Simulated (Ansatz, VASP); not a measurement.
Rb in VASP and in Ansatz

The input INCAR:

```
  ALGO = Normal
  EDIFF = 1E-6
  ENCUT = 520
  GGA = PS
  ISIF = 2
  ISMEAR = -1
  LASPH = True
  LCHARG = False
  LREAL = False
  LWAVE = False
  NBANDS = 10
  NELM = 60
  PREC = Accurate
  SIGMA = 0.05
```

Contents of KPOINTS:

```
k-points
0
Gamma
  7 7 7
```

File POSCAR:

```
Rb
1.0
   -2.8574649348      2.8574649348      2.8574649348
    2.8574649348     -2.8574649348      2.8574649348
    2.8574649348      2.8574649348     -2.8574649348
Rb
1
Direct
    0.0000000000      0.0000000000      0.0000000000
```

The input input.yaml:

```yaml
crystal:
  lattice:
    - [-2.8574649348, 2.8574649348, 2.8574649348]
    - [2.8574649348, -2.8574649348, 2.8574649348]
    - [2.8574649348, 2.8574649348, -2.8574649348]
  atoms:
    - { symbol: Rb, position: [0.0, 0.0, 0.0] }
kpoints:
  mp_grid: { grid: [7, 7, 7] }
scf:
  occupations: { method: fermi_dirac, width: 0.05 }
hamiltonian:
  xc: pbesol
  pseudopotentials: { kind: all_electron, lapw: { basis_error: 0.0005 } }
output:
  forces: true
  stress: true
  eigenvalues: true
```

Change from the starting cell: volume scaled by 1.06.

Alike in both runs: task single point; functional PBEsol; k mesh 7 × 7 × 7; occupations fermi-dirac, width 0.05 eV; no spin polarisation.

|  | VASP | Ansatz |
| --- | --- | --- |
| version | VASP 6.6.1 | Ansatz 0.2.0 |
| potentials or method | VASP PAW PBE potentials, release 64 (Rb_sv) | all-electron LAPW, scalar-relativistic |
| plane-wave cutoff (eV) | 520 | see its input |

```tsv
	VASP	Ansatz	Ansatz less VASP
gap on the k mesh at the Fermi level (eV)	none	none	-
pressure (GPa)	-0.2	-0.2	0.00
```

A gap of «none» marks a metal or a gap that the smearing closes. Ansatz ran all-electron here, so the differences hold the error of VASP's frozen core and of both bases.

Caveats: the PAW data sets were made with another functional, which shifts forces and pressure a little (VASP).
